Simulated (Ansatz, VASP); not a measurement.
**Cross-check of SnTe (honeycomb SnTe, 2 layers, AA stacking) between VASP and Ansatz**

Aim: how closely do two programs agree when they are given the same cell, functional and k mesh? Of the first pair: The structure shown is the start of the Ansatz relaxation below; VASP solves that cell, so the two are compared at the walk's first step.

Main program and level: Ansatz 0.2.0; plane waves, with VASP 6.6.1 beside it; single point at PBE with D3(BJ).

**1. The structure**

The cell holds 4 atoms: 2 Te and 2 Sn. Cell: a = 4.180 Å, b = 4.180 Å, c = 23.680 Å, α = 90.0°, β = 90.0°, γ = 120.0°. Vacuum lies along c.

**2. Ansatz: relaxation, PBE with D3(BJ)**

Ansatz runs on its default PAW (the set named soft_2) files.

The two programs are compared at the cell with which this relaxation starts, whose forces are those of its first step.

File input.yaml:

```yaml
crystal:
  lattice:
    - [4.18, 0.0, 0.0]
    - [-2.09, 3.6199861878, 0.0]
    - [0.0, 0.0, 23.68]
  atoms:
    - { symbol: Te, position: [0.6666666667, 0.3333333333, 0.3589527027] }
    - { symbol: Sn, position: [0.3333333333, 0.6666666667, 0.4303209459] }
    - { symbol: Te, position: [0.6666666667, 0.3333333333, 0.5696790541] }
    - { symbol: Sn, position: [0.3333333333, 0.6666666667, 0.6410472973] }
kpoints:
  mp_grid: { grid: [6, 6, 1] }
hamiltonian:
  xc: pbe
  dispersion: d3bj
scf:
  occupations: { method: fermi_dirac, width: 0.05 }
  convergence: { dr2_threshold: 1.0e-08 }
efield:
  axis: 3
  dipole_correction: true
  ramp_position: 0.97
  ramp_width: 0.04
relax:
  f_tol: 0.01
  cell: { fix: [c, alpha, beta] }
output:
  write_potential: true
  write_density: true
  volumetric_format: npy
```

Started as:

```
> ansatz run input.yaml --threads 4 --pin off --max-ram 8192MiB --backend cpu --events-out ev --progress --plain --runs-dir out
```

Numbers of over 12 decimals in the logs are rounded to 6 here.

Output:

```text
Warning: relax.cell: scf.convergence.dr2_threshold = 1e-8 eV is looser than the 4e-10 eV advised for a relaxation that steers and ends on the stress (1e-10 eV for each atom of the cell: 4). What an SCF threshold leaves in a stress goes as its square root, and in the free energy as the threshold itself, and one threshold admits the most on a small cell: [figures from the program's tests cut] Set scf.convergence.dr2_threshold to 4e-10 eV or tighter. The threshold is an SCF's pass mark: one that does not reach it within its budget of iterations ends unconverged, or closes short of it on a stop that the run arms, and scf.convergence.dr2_threshold's page says what that costs each kind of run
Engine: ansatz 0.2.0, aarch64-unknown-linux-gnu
Pseudopotentials: kind: paw
Pseudopotential: Te, paw, valence charge 16, recommended cutoff 420 eV (normal), Te.paw.azcp
Pseudopotential: Sn, paw, valence charge 14, recommended cutoff 420 eV (normal), Sn.paw.azcp
Functional definition: PBE
  parameter kappa = 0.804
  parameter beta = 0.066725
  exchange = pbe_x(kappa = kappa, mu = beta*pi^2/3)
  correlation = pbe_c(beta = beta)
Crystal: 4 atoms, lattice volume = 358.315 Å³
Basis set: ecut = 420 eV, 6913 PW (Γ), exchange–correlation on 60×60×320 points (8 copies of the dense FFT grid, shifted against one another)
Bands: 36, of which v1, the nominal top of the filled ones, is band 30 counted from 1 (29 counted from 0)
Symmetry: 6 space group operations
Space group: P3m1 (ITA 156), of the structure as read, at distance tolerance 7.1e-5 Å
k-points: 7 of 36 (time reversal used)
Non-local potential: Te, projectors of the file, l = 0: 2, l = 1: 2, l = 2: 2, l = 3: 2
Non-local potential: Sn, projectors of the file, l = 0: 2, l = 1: 2, l = 2: 2, l = 3: 2
PAW form: soft (Blöchl's): semilocal exchange-correlation on the pseudo side does not see the compensation charge
PAW one-centre angular grid: Te, 590 points (default); XC on 64 Gauss nodes
PAW one-centre angular grid: Sn, 590 points (default); XC on 64 Gauss nodes
Initial density: superposition of atomic densities (neutral atoms: chi_scale 0, normalization atom), corrected by the library's trained network
Initial wavefunctions: pseudopotential atomic-orbital guess
Functional: x = pbe(κ = 0.804, μ = 0.219515), c = pbe(β = 0.066725)
SCF iter   1: F=—  HF=-26010.173913 eV  |F-HF|=—  |Δ(HF+E_count)|=         —  Δρ=1.33e-3  dr2=1.08e-1  ethr=1.77e-3  p=0.037 e·Å  D=1.86e-2 V/Å  ΔV_dip=-0.44 eV  dr2_dipole=4.25e-2  V_vac-E_F(+/−)=3.87/4.31 eV  ⟨swp⟩=9.7  Hψ=1242  notcnv=0
efield: sawtooth ramp at fractional position 0.9700 (set: `efield.ramp_position`, or a place that a band, a saddle search or an elastic batch's reference lends), width 0.0400; the density the first Hamiltonian is built on has a dipole p = 0.037 e·Å; the dipole correction subtracts the counter field D = 1.86e-2 V/Å, which shifts the + side's vacuum level by -0.44 eV against the − side's; the planar-averaged density in the ramp window peaks in size at 1.5e-5 e/Å³
preconditioner: auto → Resta (q_TF=auto, 2.026 Å⁻¹)  ε∞=2.4  [insulator: Δε(μ)=1.089 eV  Ē_g=7.380 eV  σ=0.050 eV  W_gap=1.00  n_scr=56 (ndim 8)  ℏωp=8.8 eV  f_vac=0.564  D(μ)=0.00/eV (n_scr^D=0)  ε∞_Penn≈2.4  vacuum switching on, ρ_ref=3.9e-3 e/Å³]
SCF iter   2: F=—  HF=-26010.169014 eV  |F-HF|=—  |Δ(HF+E_count)|=   4.90e-3  Δρ=2.04e-3  dr2=1.37e-1  ethr=1.80e-4  p=0.126 e·Å  D=6.36e-2 V/Å  ΔV_dip=-1.51 eV  dr2_dipole=5.72e-2  V_vac-E_F(+/−)=3.47/4.98 eV  ⟨swp⟩=4.0  Hψ=427  notcnv=0  defer=4
SCF iter   3: F=—  HF=-26010.152789 eV  |F-HF|=—  |Δ(HF+E_count)|=   1.62e-2  Δρ=5.52e-4  dr2=7.06e-3  ethr=1.80e-4  p=0.077 e·Å  D=3.89e-2 V/Å  ΔV_dip=-0.92 eV  dr2_dipole=2.65e-3  V_vac-E_F(+/−)=3.73/4.65 eV  ⟨swp⟩=3.3  Hψ=339  notcnv=0  defer=4
SCF iter   4: F=—  HF=-26010.152343 eV  |F-HF|=—  |Δ(HF+E_count)|=   4.46e-4  Δρ=3.23e-4  dr2=1.57e-3  ethr=1.18e-5  p=0.093 e·Å  D=4.69e-2 V/Å  ΔV_dip=-1.11 eV  dr2_dipole=2.71e-5  V_vac-E_F(+/−)=3.66/4.77 eV  ⟨swp⟩=2.1  Hψ=352  notcnv=0  defer=3
SCF iter   5: F=—  HF=-26010.152507 eV  |F-HF|=—  |Δ(HF+E_count)|=   1.64e-4  Δρ=2.05e-4  dr2=2.95e-4  ethr=2.61e-6  p=0.094 e·Å  D=4.74e-2 V/Å  ΔV_dip=-1.12 eV  dr2_dipole=5.08e-7  V_vac-E_F(+/−)=3.68/4.80 eV  ⟨swp⟩=2.0  Hψ=283  notcnv=0  defer=3
SCF iter   6: F=—  HF=-26010.152573 eV  |F-HF|=—  |Δ(HF+E_count)|=   6.59e-5  Δρ=8.59e-5  dr2=4.12e-5  ethr=4.92e-7  p=0.095 e·Å  D=4.77e-2 V/Å  ΔV_dip=-1.13 eV  dr2_dipole=2.14e-6  V_vac-E_F(+/−)=3.68/4.81 eV  ⟨swp⟩=2.0  Hψ=280  notcnv=0  defer=3
[...]
SCF iter   2: F=—  HF=-26010.170165 eV  |F-HF|=—  |Δ(HF+E_count)|=   5.77e-6  Δρ=2.02e-4  dr2=1.45e-4  ethr=5.62e-7  p=0.092 e·Å  D=4.71e-2 V/Å  ΔV_dip=-1.12 eV  dr2_dipole=3.23e-5  V_vac-E_F(+/−)=3.70/4.81 eV  ⟨swp⟩=1.9  Hψ=271  notcnv=0
SCF iter   3: F=—  HF=-26010.170197 eV  |F-HF|=—  |Δ(HF+E_count)|=   3.27e-5  Δρ=1.21e-4  dr2=3.02e-4  ethr=2.41e-7  p=0.089 e·Å  D=4.57e-2 V/Å  ΔV_dip=-1.08 eV  dr2_dipole=1.34e-4  V_vac-E_F(+/−)=3.72/4.80 eV  ⟨swp⟩=2.0  Hψ=296  notcnv=0  recentre
[...]
iter 1 solved again at ethr=9.09e-7 eV; its pass at ethr=3.10e-3 eV (dr2=5.46e-4 eV) is discarded
SCF iter   1: F=—  HF=-26010.169885 eV  |F-HF|=—  |Δ(HF+E_count)|=         —  Δρ=7.24e-6  dr2=3.76e-8  ethr=9.09e-7  p=0.091 e·Å  D=4.67e-2 V/Å  ΔV_dip=-1.10 eV  dr2_dipole=5.70e-11  V_vac-E_F(+/−)=3.71/4.81 eV  ⟨swp⟩=3.6  Hψ=1929  notcnv=0
efield: sawtooth ramp at fractional position 0.9700 (set: `efield.ramp_position`, or a place that a band, a saddle search or an elastic batch's reference lends), width 0.0400; the density the first Hamiltonian is built on has a dipole p = 0.091 e·Å; the dipole correction subtracts the counter field D = 4.67e-2 V/Å, which shifts the + side's vacuum level by -1.10 eV against the − side's; the planar-averaged density in the ramp window peaks in size at 3.1e-6 e/Å³
eigensolver tolerance schedule: the retry pair's looser diagonalisation over-reported the residual by 14517.61 of it (diagonalisation noise at an unbounded share of the residual, at the tolerance the schedule requests for it); recorded, not acted on — ethr = c·dr2/N_el stays at c = 1.0e-1
preconditioner: auto → Resta (q_TF=auto, 2.030 Å⁻¹)  ε∞=2.4  [insulator: Δε(μ)=0.670 eV  Ē_g=7.433 eV  σ=0.050 eV  W_gap=1.00  n_scr=56 (ndim 8)  ℏωp=8.8 eV  f_vac=0.571  D(μ)=0.01/eV (n_scr^D=0)  ε∞_Penn≈2.4  vacuum switching on, ρ_ref=4.0e-3 e/Å³]
SCF iter   2: F=—  HF=-26010.169791 eV  |F-HF|=—  |Δ(HF+E_count)|=   9.40e-5  Δρ=4.45e-6  dr2=2.34e-8  ethr=6.26e-11  p=0.091 e·Å  D=4.67e-2 V/Å  ΔV_dip=-1.10 eV  dr2_dipole=1.40e-9  V_vac-E_F(+/−)=3.71/4.81 eV  ⟨swp⟩=4.0  Hψ=629  notcnv=0
SCF iter   3: F=—  HF=-26010.169791 eV  |F-HF|=—  |Δ(HF+E_count)|=   1.28e-8  Δρ=1.69e-6  dr2=2.37e-8  ethr=3.90e-11  p=0.091 e·Å  D=4.67e-2 V/Å  ΔV_dip=-1.10 eV  dr2_dipole=9.05e-9  V_vac-E_F(+/−)=3.71/4.81 eV  ⟨swp⟩=2.0  Hψ=392  notcnv=0
SCF iter   4: F=—  HF=-26010.169791 eV  |F-HF|=—  |Δ(HF+E_count)|=   8.74e-9  Δρ=1.13e-6  dr2=4.41e-8  ethr=3.90e-11  p=0.091 e·Å  D=4.67e-2 V/Å  ΔV_dip=-1.11 eV  dr2_dipole=2.25e-8  V_vac-E_F(+/−)=3.71/4.81 eV  ⟨swp⟩=2.0  Hψ=394  notcnv=0
SCF iter   5: F=-26010.169791 eV  HF=-26010.169791 eV  |F-HF|=8.51e-9  |Δ(HF+E_count)|=   4.82e-9  Δρ=5.61e-7  dr2=6.66e-9  ethr=1.67e-11  p=0.091 e·Å  D=4.67e-2 V/Å  ΔV_dip=-1.11 eV  dr2_dipole=2.53e-9  V_vac-E_F(+/−)=3.71/4.81 eV  ⟨swp⟩=8.7  Hψ=1529  notcnv=0
SCF 7 converged in 5 iterations: F = -26010.169791 eV  dr2 = 6.66e-9
relax step   7: F+E_penalty+E_count = -26010.16979138 eV  Δ(F+E_penalty+E_count) = +2.830e-4 eV  max|allowed force component| = 2.786e-3 eV/Å  Δτ_max = 0.0000 Å  P = -0.007 GPa  Ω = 353.896 Å³  fix = [c, alpha, beta]  reactions: c -0.009 GPa  stress off target by 6.71e-3 GPa on what of the cell is left free  SCF on the basis re-selected at this cell (its energy is not comparable with the rows above)  (5 SCF iters)
basis re-selected at this cell: Δ(F+E_penalty+E_count) = +2.830e-4 eV, ΔP = +0.000 GPa vs the last step (what re-selecting the basis moved, of the pressure what is left beyond the Pulay correction that the steps carried, after the strain that the cell walked since its last selection, with what the two solves' SCF thresholds leave and, on support functions, any second-order correction that the steps lacked; it is no m [...]
SCF converged after 5 iterations
Free energy (F): -26010.169791 eV
Harris-Foulkes:  -26010.169791 eV  (|F-HF|=8.51e-9)
Internal energy: -26010.169581 eV  (E = F + TS)
E sigma→0 (E₀):  -26010.169686 eV
Entropy (-TS):   -0.000210 eV (-0.053 meV/atom)
Fermi energy:    0.610495 eV
Dipole field:    D = 0.046614 V/Å  (p = 0.091165 e·Å, saw-weighted, corrected)
Work function:   Φ+ = 3.7066 eV   Φ− = 4.8104 eV
Levels:          The Fermi level and band energies are counted from a zero that moves with the ramp; work functions are not
--- Per-component energies (eV) ---
  E_band       = -1234.856275
  E_kinetic    = 731.199670
  E_local      = -38355.826177  (includes V_loc(G=0)·N_el)
  E_nonlocal   = -685.647119
  E_hartree    = 19469.467248
  E_xc         = -1013.130862
  E_vxc        = -398.863553  (∫ρ·V_xc dr)
  E_paw        = -17593.350039  (= ΣΔE_a)
  E_vpaw       = -1464.160223  (= ΣTr[D̂ρ^β])
  E_aug_tail   = -0.000393  (compensation charges beyond the density's cutoff)
  E_efield     = 0.002125  (sawtooth field / dipole correction)
  E_vefield    = -0.499554  (∫n·V_field dr)
  E_ewald      = 11438.275181
  E_disp       = -1.159214  (pairwise vdW)
  E_smearing   = -0.000210  (= −TS)
  E_closure    = -0.000000  (closes the sum)
  Σ components = -26010.169791   (vs F -26010.169791, Δ=0.00e0)
--- Forces (eV/Å), atoms counted from 1 ---
  atom   1  Te     0.00000000     0.00000000     0.00278663
  atom   2  Sn     0.00000000    -0.00000000    -0.00098038
  atom   3  Te     0.00000000     0.00000000    -0.00124994
  atom   4  Sn     0.00000000    -0.00000000    -0.00055408
  max |Σ_I F_I| component: 2.22e-6 eV/Å
--- Stress (GPa, compression-positive) ---
       -0.006710      -0.000000      -0.000000
        0.000000      -0.006710       0.000000
        0.000000       0.000000      -0.008983
  P = ⅓ Tr σ = -0.0075 GPa (-0.075 kbar)
--- Band table (eV; the first three rows and the last of 7) ---
  k-point 0: bands = [... 26 lower, -0.7242, -0.0636, -0.0636, 0.1518, 1.4980, 2.7725, 3.0396, 3.0396, ... 2 higher]
  k-point 1: bands = [... 26 lower, -1.1175, -1.0761, -0.4531, 0.2524, 1.7165, 2.5704, 3.0676, 3.2716, ... 2 higher]
  k-point 2: bands = [... 26 lower, -1.7082, -1.2227, -1.0391, -0.5675, 1.0559, 2.1939, 2.7123, 3.2400, ... 2 higher]
  k-point 6: bands = [... 26 lower, -2.7893, -2.0317, -1.6737, -0.8205, 0.9220, 2.1885, 2.5934, 3.2716, ... 2 higher]
--- Relaxed structure (6 steps of the walk, 5 accepted, 1 SCFs on fresh bases) ---
  F+E_penalty+E_count = -26010.16979138 eV   max|allowed force component| = 2.786e-3 eV/Å   (the final SCF, on the basis selected at the relaxed cell)
  cell:  # Å, volume = 353.8960 Å³
    - [4.154145, 0, 0]
    - [-2.077072, 3.597595, 0]
    - [0, 0, 23.68]
  atoms:
    - { symbol: Te, position: [0.666667, 0.333333, 0.363210] }
    - { symbol: Sn, position: [0.333333, 0.666667, 0.434805] }
    - { symbol: Te, position: [0.666667, 0.333333, 0.565000] }
    - { symbol: Sn, position: [0.333333, 0.666667, 0.636984] }
```

The column dr2 measures how far the density is from self-consistency, as an energy; F and HF (Harris–Foulkes) agree once it is small.

**3. VASP: single point, PBE with D3(BJ), start cell, pair 1**

The same cell, functional, mesh and smearing now go to VASP, with its own data sets.

Lines of VASP's logs that name or quote its potential files are left out, and so is its time.

File INCAR:

```
SYSTEM = SnTe
PREC = Accurate
ENCUT = 400
EDIFF = 1E-06
NELM = 120
ISMEAR = -1
SIGMA = 0.05
LREAL = .FALSE.
ALGO = Normal
GGA = PE
IVDW = 12
NBANDS = 26
LORBIT = 11
LWAVE = .FALSE.
LCHARG = .FALSE.
ISIF = 2
LDIPOL = .TRUE.
IDIPOL = 3
DIPOL = 0.5 0.5 0.5
LVHAR = .TRUE.
LASPH = .TRUE.
GGA_COMPAT = .FALSE.
EFERMI = MIDGAP
NELMDL = -8
```

File POSCAR:

```
SnTe
1.0
    4.1800000000      0.0000000000      0.0000000000
   -2.0900000000      3.6199860000      0.0000000000
    0.0000000000      0.0000000000     23.6800000000
Te Sn
2 2
Direct
    0.6666666667      0.3333333333      0.3589527027
    0.6666666667      0.3333333333      0.5696790541
    0.3333333333      0.6666666667      0.4303209459
    0.3333333333      0.6666666667      0.6410472973
```

File KPOINTS:

```
Automatic mesh
0
Gamma
6 6 1
0 0 0
```

PAW data sets: Te and Sn_d (PBE family, release 64).

Started as:

```
> mpirun -np 1 vasp_std
```

Output:

```text
[banner, memory and clock lines left out]
running    1 mpi-ranks, on    1 nodes
 distrk:  each k-point on    1 cores,    1 groups
 distr:  one band on    1 cores,    1 groups

 POSCAR found type information on POSCAR TeSn
 POSCAR found :  2 types and       4 ions
 LDA part: xc-table for (Slater+PW92), standard interpolation
 POSCAR, INCAR and KPOINTS ok, starting setup
 FFT: planning ... GRIDC
 FFT: planning ... GRID_SOFT
 FFT: planning ... GRID
 WAVECAR not read
 entering main loop
       N       E                     dE             d eps       ncg     rms          rms(c)
DAV:   1     0.268443491216E+03    0.26844E+03   -0.15931E+04   428   0.109E+03
DAV:   2     0.110714314039E+02   -0.25737E+03   -0.25315E+03   448   0.269E+02
DAV:   3    -0.138257869171E+02   -0.24897E+02   -0.24672E+02   434   0.107E+02
DAV:   4    -0.148258829470E+02   -0.10001E+01   -0.99911E+00   458   0.237E+01
DAV:   5    -0.148500585186E+02   -0.24176E-01   -0.24171E-01   554   0.381E+00
DAV:   6    -0.148507724248E+02   -0.71391E-03   -0.71390E-03   562   0.512E-01
DAV:   7    -0.148507884636E+02   -0.16039E-04   -0.16039E-04   540   0.793E-02
DAV:   8    -0.148507889705E+02   -0.50694E-06   -0.50702E-06   498   0.128E-02    0.640E+00
DAV:   9    -0.146686327200E+02    0.18216E+00   -0.11023E+00   422   0.571E+00    0.449E+00
DAV:  10    -0.146689460231E+02   -0.31330E-03   -0.52116E-01   412   0.309E+00    0.891E-01
DAV:  11    -0.146498096497E+02    0.19136E-01   -0.14370E-01   392   0.160E+00    0.363E-01
DAV:  12    -0.146506900458E+02   -0.88040E-03   -0.14982E-02   438   0.516E-01    0.198E-01
DAV:  13    -0.146506787630E+02    0.11283E-04   -0.22686E-03   438   0.239E-01    0.891E-02
DAV:  14    -0.146506632917E+02    0.15471E-04   -0.10542E-03   470   0.124E-01    0.614E-02
[...]
DAV:  19    -0.146508511742E+02   -0.22678E-04   -0.21631E-06   310   0.433E-03    0.667E-03
DAV:  20    -0.146508687253E+02   -0.17551E-04   -0.14035E-06   322   0.465E-03    0.151E-03
DAV:  21    -0.146508763463E+02   -0.76210E-05   -0.11223E-06   324   0.231E-03    0.148E-03
DAV:  22    -0.146508828422E+02   -0.64959E-05   -0.30420E-07   306   0.204E-03    0.764E-04
DAV:  23    -0.146508876506E+02   -0.48083E-05   -0.34039E-07   314   0.148E-03    0.112E-03
DAV:  24    -0.146508896581E+02   -0.20075E-05   -0.30082E-08   250   0.664E-04    0.876E-04
DAV:  25    -0.146508932263E+02   -0.35682E-05   -0.16267E-07   268   0.122E-03    0.855E-04
DAV:  26    -0.146508934623E+02   -0.23603E-06   -0.99847E-09   254   0.623E-04
   1 F= -.15772480E+02 E0= -.15772453E+02  d E =-.538958E-04
```

OUTCAR, selected parts (step 3):

```text
ion  position               nearest neighbor table
   1  0.667  0.333  0.359-   3 2.95   3 2.95   3 2.95
   2  0.667  0.333  0.570-   4 2.95   4 2.95   4 2.95
   3  0.333  0.667  0.430-   1 2.95   1 2.95   1 2.95
   4  0.333  0.667  0.641-   2 2.95   2 2.95   2 2.95

  LATTYP: Found a hexagonal cell.
 ALAT       =     4.1800000000
 C/A-ratio  =     5.6650717703

 Subroutine GETGRP returns: Found  6 space group operations
 (whereof  6 operations were pure point group operations)

The static configuration has the point symmetry C_3v.

 Found      7 irreducible k-points:

   k-points           NKPTS =      7   k-points in BZ     NKDIM =      7   number of bands    NBANDS=     26

   dimension x,y,z NGX =    28 NGY =   28 NGZ =  160
   dimension x,y,z NGXF=    56 NGYF=   56 NGZF=  320

   ENCUT  =  400.0 eV  29.40 Ry    5.42 a.u.   6.82  6.82 38.62*2*pi/ulx,y,z

   NELECT =      40.0000    total number of electrons

 k-points in reciprocal lattice and weights: Automatic mesh
   0.00000000  0.00000000  0.00000000       0.028
   0.16666667 -0.00000000  0.00000000       0.167
   0.33333333 -0.00000000  0.00000000       0.167
   0.50000000 -0.00000000  0.00000000       0.083
   0.16666667  0.16666667  0.00000000       0.167
   0.33333333  0.16666667  0.00000000       0.333
   0.33333333  0.33333333  0.00000000       0.056

 dipolmoment           0.000000      0.000000     -0.094582 electrons x Angstroem

 average (electrostatic) potential at core
       1 -94.6114       2 -95.2604       3-107.3785       4-107.9535

 E-fermi :  -0.3902

 k-point     1 :       0.0000    0.0000    0.0000
  band No.  band energies     occupation
    ...
     16      -1.7615      2.00000
     17      -1.7615      2.00000
     18      -1.1163      2.00000
     19      -1.1163      2.00000
     20      -0.9114      1.99994
     21       0.3747      0.00000
     22       1.5153      0.00000
     23       1.9770      0.00000
     24       1.9770      0.00000
     25       2.5492      0.00000
    ...

 k-point     2 :       0.1667   -0.0000    0.0000
  band No.  band energies     occupation
    ...
     16      -2.5766      2.00000
     17      -2.1449      2.00000
     18      -2.0351      2.00000
     19      -1.4976      2.00000
     20      -0.8280      1.99969
     21       0.6756      0.00000
     22       1.4715      0.00000
     23       2.0084      0.00000
     24       2.2410      0.00000
     25       2.8404      0.00000
    ...

 k-point     3 :       0.3333   -0.0000    0.0000
  band No.  band energies     occupation
    ...
     16      -3.5182      2.00000
     17      -2.7223      2.00000
     18      -2.1752      2.00000
     19      -2.0726      2.00000
     20      -1.5496      2.00000
     21       0.0606      0.00024
     22       1.0862      0.00000
     23       1.7268      0.00000
     24       2.2854      0.00000
     25       2.8607      0.00000
    ...

 Edisp (eV)   -1.12159

  Total      -0.63535    -0.63535    -0.46852     0.00000    -0.00000     0.00000
  in kB      -2.84092    -2.84092    -2.09495     0.00000    -0.00000     0.00000
  external pressure =       -2.59 kB  Pullay stress =        0.00 kB

  energy-cutoff  :      400.00
  volume of cell :      358.31
      direct lattice vectors                 reciprocal lattice vectors
     4.180000000  0.000000000  0.000000000     0.239234450  0.138122081  0.000000000
    -2.090000000  3.619986000  0.000000000     0.000000000  0.276244162  0.000000000
     0.000000000  0.000000000 23.680000000     0.000000000  0.000000000  0.042229730

 POSITION                                       TOTAL-FORCE (eV/Angst)
 -----------------------------------------------------------------------------------
      2.09000      1.20666      8.50000         0.000000     -0.000000      0.057377
      2.09000      1.20666     13.49000         0.000000      0.000000     -0.117483
     -0.00000      2.41332     10.19000        -0.000000      0.000000      0.047195
     -0.00000      2.41332     15.18000         0.000000     -0.000000      0.012911
 -----------------------------------------------------------------------------------
    total drift:                               -0.000002     -0.000002     -0.001104

  FREE ENERGIE OF THE ION-ELECTRON SYSTEM (eV)
  ---------------------------------------------------
  free  energy   TOTEN  =       -15.7724802991 eV

  energy  without entropy=      -15.7724264033  energy(sigma->0) =      -15.77245335

 vacuum level on the upper side and lower side of the slab         3.304         4.435

 total charge
# of ion       s       p       d       tot
------------------------------------------
    1        1.389   1.960   0.023   3.372
    2        1.392   1.950   0.025   3.367
    3        1.320   0.848   9.967  12.135
    4        1.320   0.853   9.965  12.138
--------------------------------------------------
tot          5.420   5.611  19.980  31.012

[... 3 further parts left out ...]
```

(Continued in part 2 of 2.)

[Lines on the potential files, build, host, timing and source positions are cut from VASP's logs without a mark.]

[Logs are printed without paths, hosts, clocks, repeated set-up lines and the standing remarks that a program may print on its own settings, such as how far it seeks lower states.]

[Hosts, paths, dates, database ids (printed as entryN), source tags and the programs' standing remarks are cut or masked in the printed files.]
